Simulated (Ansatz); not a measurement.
Crystal: MoS2.

```
CELL_PARAMETERS angstrom
1.58000 0.91221 6.15000
-1.58000 0.91221 6.15000
0.00000 -1.82443 6.15000
ATOMIC_POSITIONS crystal
Mo 0.00000 0.00000 0.00000
S 0.41700 0.41700 0.41700
S 0.25000 0.25000 0.25000
```

Measurements of this composition are mostly on another form, of space group No. 194.

Base run:

| Quantity | Value |
| --- | --- |
| Program | Ansatz 0.2.0 |
| Functional | LDA |
| Potentials or basis | all-electron LAPW, scalar-relativistic |
| Cutoff | 246 eV |
| Density cutoff | 983 eV |
| Basis error allowed | 0.002 eV/atom |
| k mesh | 10 × 10 × 10 |
| Occupations | fermi-dirac, width 0.05 eV |
| Spin | no spin polarisation |

Its results: band gap on the k mesh 0.88 eV, indirect (least direct gap 1.96 eV); pressure -2.4 GPa; largest force 0.086 eV/Å.

After a change of settings the same cell gave: band gap on the k mesh 0.96 eV, indirect (least direct gap 1.96 eV); pressure 5.4 GPa; largest force 0.522 eV/Å. Which change was it?
A. functional from LDA to PBE
B. functional from LDA to PBEsol; basis error allowed from 0.002 eV/atom to 0.001 eV/atom
C. functional from LDA to PBEsol

A.

PBE binds less tightly than LDA, so the same cell stands under more pressure.

Not every run made on this cell is shown here.
